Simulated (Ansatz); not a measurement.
Runs of Ansatz 0.2.0 on Ru. Symmetry: P6_3/mmc, No. 194, hexagonal system. The conventional cell has a = 2.706 Å, b = 2.706 Å, c = 4.282 Å, α = 90.00°, β = 90.00°, γ = 120.00°. Ru (site symmetry -6m2) has 12 Ru at 2.65 to 2.71 Å as nearest neighbours. 

```csv
task,level,potentials or basis,cell,k mesh,cutoff (eV),points for each segment of the path,gap on the mesh (eV),pressure (GPa),V0 of scaled cells (Å³/atom),B0 (GPa)
band structure,LDA,Ansatz PAW,as given,11 × 11 × 6,420,14,none,-12.2,-,-
equation of state,PBE,Ansatz PAW,as given,11 × 11 × 6,420,-,-,-,(b),312
band structure,PBE,JTH PAW,as given,11 × 11 × 6,1800,14,none,4.4,-,-
single point,PBE,Ansatz PAW,as given,8 × 8 × 5,420,-,none,(a),-,-
relaxation of cell and atoms,BPBE,Ansatz PAW,relaxed,11 × 11 × 6,420,-,-,0.0,-,-
band structure,revPBE,Ansatz PAW,as given,11 × 11 × 6,420,14,none,7.8,-,-
band structure,PBEsol,Ansatz PAW,as given,11 × 11 × 6,420,14,none,-6.2,-,-
equation of state,r2SCAN+D3(BJ),Ansatz PAW,as given,11 × 11 × 6,500,-,-,-,13.35,(c)
```

Alike in all rows: no spin polarisation; smearing fermi-dirac 0.05 eV.

Task: Estimate the missing entries.

Result: (a) 4.1; (b) 13.77; (c) 348.

Caveats: the PAW data sets come from PBE, with cores solved anew for the run's functional, which leaves a small shift of forces and pressure (some runs); the cell was scaled at fixed shape and fractional positions, which overstates the stiffness of a crystal with free parameters, most of all of layers and chains (some runs); the plane-wave basis is chosen anew once the cell has moved, so the energies of steps on either side of that aren't comparable (some runs); the PAW data sets were made with another functional, which shifts forces and pressure a little (some runs).

A k mesh can miss the band edges, and the runs leave out spin-orbit coupling on Ru.

A gap of «none» marks a metal or a gap under the smearing width.
